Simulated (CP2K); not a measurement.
Runs of CP2K 2026.2 on CuO. Symmetry: P4/mmm, No. 123, tetragonal system. The conventional cell has a = 4.161 Å, b = 4.161 Å, c = 3.888 Å, α = 90.00°, β = 90.00°, γ = 90.00°. Around Cu (site symmetry mmm) lie 4 O at 1.94 to 2.08 Å. Around Cu (site symmetry 4/mmm) lie 6 O at 1.94 to 2.08 Å. Around O (site symmetry 4/mmm) lie 6 Cu at 1.94 to 2.08 Å. O (site symmetry mmm) has 4 Cu at 1.94 to 2.08 Å as nearest neighbours. Measurements of this composition are mostly on another form, of space group No. 15.

```tsv
potentials or basis	gap on the mesh (eV)	pressure (GPa)
POTENTIAL_UZH Cu GTH-SCAN-q11, O GTH-SCAN-q6; DZVP-MOLOPT-SR-GTH basis	none	(b)
GTH_POTENTIALS Cu GTH-BLYP-q11, O GTH-BLYP-q6; DZVP-MOLOPT-SR-GTH basis	none	3.1
GTH_POTENTIALS Cu GTH-PBE-q11, O GTH-PBE-q6; DZVP-MOLOPT-SR-GTH basis	none	(a)
POTENTIAL_UZH Cu GTH-PBE0-q11, O GTH-PBE0-q6; DZVP-MOLOPT-SR-GTH basis	none	5.9
GTH_POTENTIALS Cu GTH-PADE-q11, O GTH-PADE-q6; DZVP-MOLOPT-SR-GTH basis	none	2.7
```

Alike in all rows: task band structure; level PBE; no spin polarisation; cell as given; k mesh 7 × 7 × 7; smearing fermi-dirac 0.05 eV.

Q: Estimate the missing entries.

A: (a) 4.6; (b) 5.1.

Caveats: the basis of atomic orbitals isn't converged, which shifts pressures, moduli and gaps; an odd number of electrons without spin polarisation forces a metal; a magnetic or distorted state may lie lower; the run has no spin polarisation, though such a crystal can be magnetic; semilocal functionals often make such compounds metallic where correlation or magnetic order opens a gap, which also shifts bond lengths; the potentials were made for another functional, which shifts forces and pressure (some runs).

A gap of «none» marks a metal or a gap under the smearing width.
